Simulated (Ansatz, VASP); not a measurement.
## Os: VASP beside Ansatz

File INCAR:

```
ALGO = Normal
EDIFF = 1E-8
ENCUT = 520
GGA = PE
ISIF = 2
ISMEAR = -1
LASPH = T
LCHARG = F
LEFG = T
LREAL = F
LWAVE = F
NBANDS = 10
NELM = 100
PREC = Accurate
SIGMA = 0.05
```

KPOINTS

```
k-points
0
Gamma
  14 14 14
```

Contents of POSCAR:

```
Os
1.0
    0.0000000000      1.9187129938      1.9187129938
    1.9187129938      0.0000000000      1.9187129938
    1.9187129938      1.9187129938      0.0000000000
Os
1
Direct
    0.0000000000      0.0000000000      0.0000000000
```

Input for Ansatz:

```yaml
crystal:
  lattice:
    - [0.0, 1.9187129938, 1.9187129938]
    - [1.9187129938, 0.0, 1.9187129938]
    - [1.9187129938, 1.9187129938, 0.0]
  atoms:
    - { symbol: Os, position: [0.0, 0.0, 0.0] }
kpoints:
  mp_grid: { grid: [14, 14, 14] }
scf:
  occupations: { method: fermi_dirac, width: 0.05 }
hamiltonian:
  xc: pbe
  pseudopotentials: { kind: all_electron, datasets: crystal }
output:
  forces: true
  stress: true
  eigenvalues: true
  efg: { contact_densities: true }
```

Change from the starting cell: volume scaled by 0.96, crystal datasets.

Alike in both runs: task electric field gradients; functional PBE; k mesh 14 × 14 × 14; occupations fermi-dirac, width 0.05 eV; no spin polarisation.

|  | VASP | Ansatz |
| --- | --- | --- |
| version | VASP 6.6.1 | Ansatz 0.2.0 |
| potentials or method | VASP PAW PBE potentials, release 64 (Os) | all-electron PAW with datasets made for the crystal, scalar-relativistic |
| plane-wave cutoff (eV) | 520 | see its input |

```csv
,VASP,Ansatz,Ansatz less VASP
pressure (GPa),6.1,6.1,-0.01
Vzz of the field gradient on the site that differs most (V/Å²),0.0,0.0,0.00
```

Ansatz ran all-electron here, so the differences hold the error of VASP's frozen core and of both bases. Ansatz warned: «gradients_without_spin_orbit».

Spin-orbit coupling is left out, which matters for the levels of Os.
